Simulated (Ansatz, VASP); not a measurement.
**HfO2 in VASP and in Ansatz**

```
Hf O
1.0
     0.00000    2.55750    2.55750
     2.55750    0.00000    2.55750
     2.55750    2.55750    0.00000
Hf O
1 2
Direct
  0.00000 0.00000 0.00000
  0.25000 0.25000 0.25000
  0.75000 0.75000 0.75000
```

Measurements of this composition are mostly on another form, of space group No. 14.

Alike in both runs: task single point; functional r2SCAN; k mesh 6 × 6 × 6; occupations gaussian, width 0.1 eV; no spin polarisation.

|  | VASP | Ansatz |
| --- | --- | --- |
| version | VASP 6.6.1 | Ansatz 0.2.0 |
| potentials or method | VASP PAW PBE potentials, release 64 (Hf_pv, O) | scalar-relativistic, plane waves, PAW |
| plane-wave cutoff (eV) | 520 | 500 |
| valence electrons in the cell | 22 | 38 |

Ansatz gave:

- gap on the k mesh at the Fermi level (eV): 4.21
- least direct gap on the mesh (eV): 4.21
- pressure (GPa): -8.4

**Question.** Estimate VASP's values.

**Answer.** gap on the k mesh at the Fermi level (eV): 4.21; least direct gap on the mesh (eV): 4.21; pressure (GPa): -12.1.

The functional is the same, so the differences come from potentials, cutoffs and numerics. The two sets of potentials don't hold the same shells in valence.

Caveats: the PAW data sets were made with another functional, which shifts forces and pressure a little (VASP); spin-orbit coupling is left out, which moves the levels of the heavy elements. A k mesh can miss the band edges. r2SCAN opens gaps a little over a GGA but as a rule still falls short of measured ones.
